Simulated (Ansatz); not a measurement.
**Si2Mo: response to strain**

Aim: deform Si2Mo (zz strain of +3 %) and compute stress, forces and field gradients with LAPW, PAW and all-electron datasets made for the crystal.

Method: DFT PBE, scalar-relativistic, in Ansatz 0.2.0.

## 1. The structure to begin with

The structure is tetragonal, space group I4/mmm (No. 139). The conventional cell has a = 3.200 Å, b = 3.200 Å, c = 7.861 Å, α = 90.00°, β = 90.00°, γ = 90.00°. Si (site symmetry 4mm) has 5 Si at 2.61 to 2.63 Å and 5 Mo at 2.62 Å as nearest neighbours. Around Mo (site symmetry 4/mmm) lie 10 Si at 2.62 Å.

Structure file:

```
Si Mo
1.0
    -1.60000    1.60000    3.93050
     1.60000   -1.60000    3.93050
     1.60000    1.60000   -3.93050
Si Mo
2 1
Cartesian
  0.0000 0.0000 2.6177
  0.0000 0.0000 5.2433
  0.0000 0.0000 0.0000
```

Atoms are numbered in the order of the input: Si1, Si2, Mo3.

## 2. The deformed structure

Space group I4/mmm before, I4/mmm after.

## 3. All-electron LAPW

input.yaml reads:

```yaml
crystal:
  lattice:
    - [-1.6, 1.6, 4.048415]
    - [1.6, -1.6, 4.048415]
    - [1.6, 1.6, -4.048415]
  atoms:
    - { symbol: Si, position: [0.333, 0.333, 0.0] }
    - { symbol: Si, position: [0.667, 0.667, 0.0] }
    - { symbol: Mo, position: [0.0, 0.0, 0.0] }
kpoints:
  mp_grid: { grid: [12, 12, 16] }
  band_path:
    path:
      - [0.0, 0.0, 0.0]
      - [0.0, 0.0, 0.5]
      - [0.25, 0.25, 0.25]
      - [0.0, 0.5, 0.0]
      - [0.0, 0.0, 0.0]
      - [0.5, 0.5, -0.5]
      - [0.2890490006, 0.7109509994, -0.2890490006]
      - [-0.2890490006, 0.2890490006, 0.2890490006]
      - [0.0, 0.0, 0.0]
    npoints: 5
scf:
  occupations: { method: fermi_dirac, width: 0.03 }
hamiltonian:
  xc: pbe
  pseudopotentials: { kind: all_electron, lapw: { basis_error: 0.001 } }
output:
  forces: true
  stress: true
  eigenvalues: true
```

On the command line:

```
$ ansatz run input.yaml --threads 1 --pin off --max-ram 6144MiB --backend cpu --events-out ev --progress --plain --runs-dir out
```

What it wrote (excerpt; [...] marks lines left out):

```text
Warning: crystal.symmetry: narrowed to the stabiliser of the k-point mesh — unitary ops 16 → 4; excluded 12 operations that carry a point of the 12×12×16 mesh (shift [0, 0, 0]) off the mesh (the run samples exactly the mesh kpoints.mp_grid names, as under crystal.symmetry.detect: false, [...]
LAPW: plane waves up to 7.582 Å⁻¹, error target 1.0e-3 eV per atom; small_component_spin mean_spin; Si in spheres of 1.177 Å, 12 of its electrons in bands, Dirac shells []; Mo in spheres of 1.459 Å, 24 of its electrons in bands, Dirac shells []
[...]
Pseudopotentials: kind: all_electron
Pseudopotential: Si, LAPW, valence charge 12, Koelling and Harmon's equation, gaussian nucleus
Pseudopotential: Mo, LAPW, valence charge 24, Koelling and Harmon's equation, gaussian nucleus
Functional definition: PBE
[...]
Crystal: 3 atoms, lattice volume = 41.456 Å³
Basis set: ecut = 219.0004628786767 eV, 309 PW (Γ), FFT grids on a1+a3, a2+a3, a3, exchange–correlation at level 2
Bands: 29, of which v1, the nominal top of the filled ones, is band 24 counted from 1 (23 counted from 0)
Symmetry: 4 space group operations
k-points: 632 of 2304
[...]
SCF iter   1: F=—  HF=-125964.674714 eV  |F-HF|=—  |Δ(HF+E_count)|=         —  Δρ=4.22e-2  dr2=8.90e-1  ethr=1.85e-3  ⟨swp⟩=2.0  Hψ=121664  notcnv=0
[...]
the basis was enlarged: its passes take 403.4 KiB over the memory plan, 1 of 1 planned eigensolver slots
[...]
SCF iter  10: F=-125963.814948 eV  HF=-125963.814948 eV  |F-HF|=1.41e-8  |Δ(HF+E_count)|=   3.93e-8  Δρ=3.66e-6  dr2=1.18e-8  ethr=4.82e-10  ⟨swp⟩=2.0  Hψ=52009  notcnv=0
[...]
NSCF: frozen V_eff on 41 k-points
SCF converged after 10 iterations
Free energy (F): -125963.814948 eV
[...]
E sigma→0 (E₀):  -125963.814539 eV
Entropy (-TS):   -0.000818 eV (-0.273 meV/atom)
Fermi energy:    17.597773 eV
[...]
--- Forces (eV/Å), atoms counted from 1 ---
  atom   1  Si     0.00037512     0.00037512     0.34560994
  atom   2  Si    -0.00037512    -0.00037512    -0.34560994
  atom   3  Mo     0.00000000     0.00000000     0.00000000
[...]
--- Stress (GPa, compression-positive) ---
       -0.058090      -0.000512      -0.005120
       -0.000512      -0.058090      -0.005120
       -0.005120      -0.005120     -12.120008
  P = ⅓ Tr σ = -4.0787 GPa (-40.787 kbar)
--- Band table (eV; the first three rows and the last of 632) ---
[...]
```

It took 88 s on 1 thread of Intel Xeon 6975P-C (Granite Rapids), shared host; peak memory 1.7 GiB.

This run gives: pressure -4.08 GPa; no gap; largest force 0.346 eV/Å.

## 4. PAW with frozen cores

input.yaml reads:

```yaml
crystal:
  lattice:
    - [-1.6, 1.6, 4.048415]
    - [1.6, -1.6, 4.048415]
    - [1.6, 1.6, -4.048415]
  atoms:
    - { symbol: Si, position: [0.333, 0.333, 0.0] }
    - { symbol: Si, position: [0.667, 0.667, 0.0] }
    - { symbol: Mo, position: [0.0, 0.0, 0.0] }
kpoints:
  mp_grid: { grid: [12, 12, 16] }
scf:
  occupations: { method: fermi_dirac, width: 0.03 }
hamiltonian:
  xc: pbe
  pseudopotentials: { kind: paw }
output:
  forces: true
  stress: true
  eigenvalues: true
  efg: { contact_densities: true }
```

On the command line:

```
$ ansatz run input.yaml --threads 1 --pin off --max-ram 6144MiB --backend cpu --events-out ev --progress --plain --runs-dir out
```

What it wrote (excerpt; [...] marks lines left out):

```text
Warning: crystal.symmetry: narrowed to the stabiliser of the k-point mesh — unitary ops 16 → 4; excluded 12 operations that carry a point of the 12×12×16 mesh (shift [0, 0, 0]) off the mesh (the run samples exactly the mesh kpoints.mp_grid names, as under crystal.symmetry.detect: false, [...]
Mo: output.efg is read without spin–orbit coupling, which moves field gradients at and beside such atoms by some per cent and up to a factor of two; PAW files take it under magnetization.noncollinear and magnetization.spin_orbit
[...]
Pseudopotentials: kind: paw
Pseudopotential: Si, paw, valence charge 4, recommended cutoff 420 eV (normal)
Pseudopotential: Mo, paw, valence charge 14, recommended cutoff 420 eV (normal)
[... 1 set-up line as earlier in the session ...]
[...]
Crystal: 3 atoms, lattice volume = 41.456 Å³
Basis set: ecut = 420 eV, 809 PW (Γ), FFT grids on a1+a3, a2+a3, a3, exchange–correlation on 48×48×64 points (8 copies of the dense FFT grid, shifted against one another)
[...]
  atom   2  Si    -0.00037717    -0.00037717    -0.34645193
  atom   3  Mo    -0.00000000    -0.00000000     0.00000000
[...]
--- Stress (GPa, compression-positive) ---
       -0.088582      -0.000449      -0.005119
       -0.000449      -0.088582      -0.005119
       -0.005119      -0.005119     -12.161167
  P = ⅓ Tr σ = -4.1128 GPa (-41.128 kbar)
--- PAW observables at the nuclei: V_zz in 10²¹ V/m², potentials from the cell's mean, atoms counted from 1 ---
  atom   1  Si V_zz =    -0.629293   η = 0.0008   by run symmetry: allowed
            electrostatic potential = -1367.450259 V   contact ρ = 12811.025790 e/Å³
  atom   2  Si V_zz =    -0.629293   η = 0.0008   by run symmetry: allowed
            electrostatic potential = -1367.450259 V   contact ρ = 12811.025790 e/Å³
  atom   3  Mo V_zz =    -2.204527   η = 0.0130   by run symmetry: allowed
            electrostatic potential = -6357.197765 V   contact ρ = 595246.805364 e/Å³
--- Band table (eV; the first three rows and the last of 632) ---
  k-point 0: bands = ["-45.3187", "-19.4806", "-19.3529", "-19.3526", "2.1932", "9.2508", "11.5799", "12.5312", "13.0072", "13.0073", "15.9928", "18.5219", "18.6839", "19.1877", "19.2102"]
[...]
```

Wall time 10 s (1 thread of Intel Xeon 6975P-C (Granite Rapids), shared host); peak memory 0.66 GiB.

This run gives: pressure -4.11 GPa; no gap; largest force 0.346 eV/Å; Vzz Si1 -0.6, Mo3 -2.2 (10²¹ V/m²).

## 5. Datasets made for this crystal

input.yaml: that of step 4 with these lines changed.

```diff
@@ -15,3 +15,3 @@
   xc: pbe
-  pseudopotentials: { kind: paw }
+  pseudopotentials: { kind: all_electron, datasets: crystal }
 output:
```

On the command line:

```
$ ansatz run input.yaml --threads 1 --pin off --max-ram 6144MiB --backend cpu --events-out ev --progress --plain --runs-dir out
```

What it wrote (excerpt; [...] marks lines left out):

```text
Warning: crystal.symmetry: narrowed to the stabiliser of the k-point mesh — unitary ops 16 → 4; excluded 12 operations that carry a point of the 12×12×16 mesh (shift [0, 0, 0]) off the mesh (the run samples exactly the mesh kpoints.mp_grid names, as under crystal.symmetry.detect: false, [...]
Mo: output.efg is read without spin–orbit coupling, which moves field gradients at and beside such atoms by some per cent and up to a factor of two; PAW files take it under magnetization.noncollinear and magnetization.spin_orbit
[...]
[... 1 set-up line as earlier in the session ...]
Pseudopotential: Si, paw, valence charge 4, recommended cutoff 300 eV (normal), Koelling and Harmon's equation, gaussian nucleus
Pseudopotential: Mo, paw, valence charge 14, recommended cutoff 300 eV (normal), Koelling and Harmon's equation, gaussian nucleus
[... 1 set-up line as earlier in the session ...]
[...]
Crystal: 3 atoms, lattice volume = 41.456 Å³
[...]
  atom   2  Si    -0.00037499    -0.00037499    -0.34546002
  atom   3  Mo    -0.00000000    -0.00000000     0.00000000
[...]
--- Stress (GPa, compression-positive) ---
       -0.058654      -0.000523      -0.005130
       -0.000523      -0.058654      -0.005130
       -0.005130      -0.005130     -12.119896
  P = ⅓ Tr σ = -4.0791 GPa (-40.791 kbar)
  It holds what live shells' own plane waves past their cutoff add
--- PAW observables at the nuclei: V_zz in 10²¹ V/m², potentials from the cell's mean, atoms counted from 1 ---
  atom   1  Si V_zz =    -0.617804   η = 0.0009   by run symmetry: allowed
            electrostatic potential = -1367.355432 V   contact ρ = 12820.006401 e/Å³
  atom   2  Si V_zz =    -0.617804   η = 0.0009   by run symmetry: allowed
            electrostatic potential = -1367.355432 V   contact ρ = 12820.006401 e/Å³
  atom   3  Mo V_zz =    -2.253739   η = 0.0127   by run symmetry: allowed
            electrostatic potential = -6357.287015 V   contact ρ = 595300.916961 e/Å³
--- Band table (eV; the first three rows and the last of 632) ---
  k-point 0: bands = ["4.2681", "11.3248", "13.6528", "14.6063", "15.0825", "15.0826", "18.0684", "20.5969", "20.7606"]
[...]
```

It took 32 s on 1 thread of Intel Xeon 6975P-C (Granite Rapids), shared host; peak memory 1.3 GiB.

In short: pressure -4.08 GPa; no gap; largest force 0.345 eV/Å; Vzz Si1 -0.6, Mo3 -2.3 (10²¹ V/m²).

## 6. Side by side

Stress (GPa, compression positive):

| method | xx | yy | zz | yz | xz | xy |
| --- | --- | --- | --- | --- | --- | --- |
| LAPW | -0.06 | -0.06 | -12.12 | -0.01 | -0.01 | 0.00 |
| PAW | -0.09 | -0.09 | -12.16 | -0.01 | -0.01 | 0.00 |
| crystal datasets | -0.06 | -0.06 | -12.12 | -0.01 | -0.01 | 0.00 |

Forces (eV/Å):

| atom | LAPW x | LAPW y | LAPW z | PAW x | PAW y | PAW z | crystal datasets x | crystal datasets y | crystal datasets z |
| --- | --- | --- | --- | --- | --- | --- | --- | --- | --- |
| Si1 | 0.000 | 0.000 | 0.346 | 0.000 | 0.000 | 0.346 | 0.000 | 0.000 | 0.345 |
| Si2 | 0.000 | 0.000 | -0.346 | 0.000 | 0.000 | -0.346 | 0.000 | 0.000 | -0.345 |
| Mo3 | 0.000 | 0.000 | 0.000 | 0.000 | 0.000 | 0.000 | 0.000 | 0.000 | 0.000 |

| method | pressure (GPa) | largest force (eV/Å) | Vzz Si1 (10²¹ V/m²) | Vzz Mo3 (10²¹ V/m²) | SCF cycles, all passes |
| --- | --- | --- | --- | --- | --- |
| LAPW | -4.08 | 0.346 | – | – | 10 |
| PAW | -4.11 | 0.346 | -0.63 | -2.20 | 6 |
| crystal datasets | -4.08 | 0.345 | -0.62 | -2.25 | 10 |

## 7. What came out

| quantity | value |
| --- | --- |
| pressure | LAPW -4.08, PAW -4.11, crystal datasets -4.08 GPa |
| largest shear or deviatoric stress (LAPW) | 8.04 GPa |

In words: The largest part of the stress beyond the pressure is 8.04 GPa in size, in the zz component; the atoms are carried along and not relaxed. No run of the undeformed cell stands beside it, so the pressure holds what the given cell had before the change. PAW: stress within 0.04 GPa of LAPW, forces within 1 meV/Å. Crystal datasets: stress within 0.01 GPa of LAPW, forces within 1 meV/Å. The k mesh doesn't keep the crystal's whole symmetry, which leaves small spurious terms.
